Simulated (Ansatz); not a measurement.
# Cu6N: the cost of one run

Computed with Ansatz 0.2.0 (DFT PBE+D3(BJ), scalar-relativistic, plane waves, PAW, unless a step's input says otherwise).

2 further runs of the same task are left out: 2 set aside as unsound or not needed. Runs told in other sessions of the task aren't counted.

### Step 1. The starting structure

It takes space group Fm-3m (No. 225, cubic). Conventional cell: a = 3.563 Å, b = 3.563 Å, c = 3.563 Å, α = 90.00°, β = 90.00°, γ = 90.00°. Cu (site symmetry m-3m) is surrounded by 12 Cu at 2.52 Å.

As a file:

```cif
data_structure
_symmetry_space_group_name_H-M 'Fm-3m'
_symmetry_Int_Tables_number 225
_cell_length_a 3.5634
_cell_length_b 3.5634
_cell_length_c 3.5634
_cell_angle_alpha 90.000
_cell_angle_beta 90.000
_cell_angle_gamma 90.000
_cell_volume 45.25
loop_
_atom_site_label
_atom_site_type_symbol
_atom_site_symmetry_multiplicity
_atom_site_Wyckoff_symbol
_atom_site_fract_x
_atom_site_fract_y
_atom_site_fract_z
_atom_site_occupancy
Cu1 Cu 4 a 0.00000 0.00000 0.00000 1
```

This cell was relaxed beforehand with the same method: volume 11.31 Å³/atom, gap on the mesh none (metal).

### Step 2. Setting up the map

Atoms count from 1 in the order of the input.

N2 is moved over the surface cell at a fixed height above a rigid substrate; the origin of the map has the adsorbate above Cu9; the height is held at 3.60 Å.

First coordinate, position of N13 along the first surface vector, from above Cu9: 6 values from 0.000 to 0.833, periodic. Second coordinate, position of N13 along the second surface vector, from above Cu9: 6 values from 0.000 to 0.833, periodic.

Nothing else is relaxed. Points are written as (first, second).

The two vectors of the plane (Å): (2.520, 0.000, 0.000); (-1.260, 2.182, 0.000).

### Step 3. Point (0/6, 0/6) of the map's two axes

The cell repeats along c, and a dipole correction in the vacuum removes the field between the copies.

The input, input.yaml:

```yaml
crystal:
  lattice:
    - [5.0393684011, 0.0, 0.0]
    - [-2.5196842005, 4.3642210544, 0.0]
    - [0.0, 0.0, 22.8221943999]
  atoms:
    - { symbol: Cu, position: [0.3333333333, 0.1666666667, 0.1752679839] }
    - { symbol: Cu, position: [0.3333333333, 0.6666666667, 0.1752679839] }
    - { symbol: Cu, position: [0.8333333333, 0.1666666667, 0.1752679839] }
    - { symbol: Cu, position: [0.8333333333, 0.6666666667, 0.1752679839] }
    - { symbol: Cu, position: [0.1666666667, 0.3333333333, 0.2655783499] }
    - { symbol: Cu, position: [0.1666666667, 0.8333333333, 0.2655783499] }
    - { symbol: Cu, position: [0.6666666667, 0.3333333333, 0.2655783499] }
    - { symbol: Cu, position: [0.6666666667, 0.8333333333, 0.2655783499] }
    - { symbol: Cu, position: [0.0, 0.0, 0.3558901593] }
    - { symbol: Cu, position: [0.0, 0.5, 0.3558901593] }
    - { symbol: Cu, position: [0.5, 0.0, 0.3558901593] }
    - { symbol: Cu, position: [0.5, 0.5, 0.3558901593] }
    - { symbol: "N", position: [0.0, 0.0, 0.5136313448] }
    - { symbol: "N", position: [0.0, 0.0, 0.5618300403] }
basis:
  ecutwfc: 420
kpoints:
  mp_grid: { grid: [6, 6, 1] }
hamiltonian:
  xc: pbe
  dispersion: d3bj
scf:
  occupations: { method: gaussian, width: 0.1 }
output:
  forces: true
  eigenvalues: true
efield:
  axis: 3
  dipole_correction: true
  ramp_width: 0.04
```

Command:

```console
$ ansatz run input.yaml --threads 4 --pin off --max-ram 12288MiB --backend cpu --events-out ev --progress --plain --runs-dir out
```

What time and memory should one allow on 4 threads of Intel Xeon 6975P-C (Granite Rapids), shared host?

About 7.6 s, with a peak of 1.7 GiB.
